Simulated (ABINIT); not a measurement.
Set up this calculation in ABINIT 10.8.3 (patched build), as the native input.

```yaml
Task: relaxation of cell and atoms
Functional: BLYP
Potentials_or_basis: JTH PAW PBE v2.0
Cutoff: 653 eV
k_mesh: 11 × 11 × 6
Occupations: fermi-dirac, width 0.05 eV
Spin: no spin polarisation
Cell_freedom_optcell: 2
Cutoff_smearing_ecutsm_Ha: 0.5
Optimiser_ionmov: 22
Force_stop_Ha/bohr: 0.0002
Fine-grid_cutoff: 1251.72 eV
```

Crystal: Au.

```
CELL_PARAMETERS angstrom
2.90000 0.00000 0.00000
-1.45000 2.51147 0.00000
0.00000 0.00000 4.88000
ATOMIC_POSITIONS crystal
Au 0.66667 0.33333 0.25000
Au 0.33333 0.66667 0.75000
```

This isn't the form of Au at room conditions, which is fcc.

The input as run:

run.abi

```
pp_dirpath "./"
pseudos "Au.GGA_PBE-JTH.xml"

acell 2.9 2.9 4.88 Angstrom
rprim
     1.0000000000     0.0000000000     0.0000000000
    -0.5000000000     0.8660254038     0.0000000000
     0.0000000000     0.0000000000     1.0000000000
ntypat 1
znucl 79
natom 2
typat 1 1
xred
     0.6666666667     0.3333333333     0.2500000000
     0.3333333333     0.6666666667     0.7500000000
chkprim 0
chksymtnons 0
tolsym 1.0e-6

ecut 653.073270 eV
pawecutdg 46.0
pawxcdev 0

kptopt 1
ngkpt 11 11 6
nshiftk 1
shiftk 0.0 0.0 0.0

ixc -106131

nband 15
occopt 3
tsmear 0.05 eV

nstep 100
tolvrs 1.0e-9

iomode 3
prtwf 0
prtden 0
prteig 0
prtebands 0
enunit 1

ionmov 22
ntime 60
tolmxf 0.0002
optcell 2
dilatmx 1.08
ecutsm 0.5
```

Potentials or basis: JTH PAW PBE v2.0.

The run is started by

```console
$ abinit run.abi > log 2>&1
```

It gave:

| Item | Value |
| --- | --- |
| Relaxed volume | 19.54 Å³/atom |
| Relaxed cell | a = 2.981 Å, b = 2.981 Å, c = 5.078 Å, α = 90.00°, β = 90.00°, γ = 120.00° |
| Space group after relaxing (to 0.05 Å) | P6_3/mmc (No. 194) |
| Energy gained by relaxing | 62.3 meV/atom |
| Ionic steps | 7 |
| Pressure after relaxing | 0.0 GPa |
| Band gap on the k mesh | none (metal or under the smearing width) |
| Valence electrons inside the program's atomic spheres | Au 9.40 (radii [1.3275] Å) |

Caveat: the PAW data sets were made with another functional, which shifts forces and pressure a little.

Wall time 6.7 min on 1 thread of Arm Neoverse V2, on a shared host, peak memory 0.18 GiB.
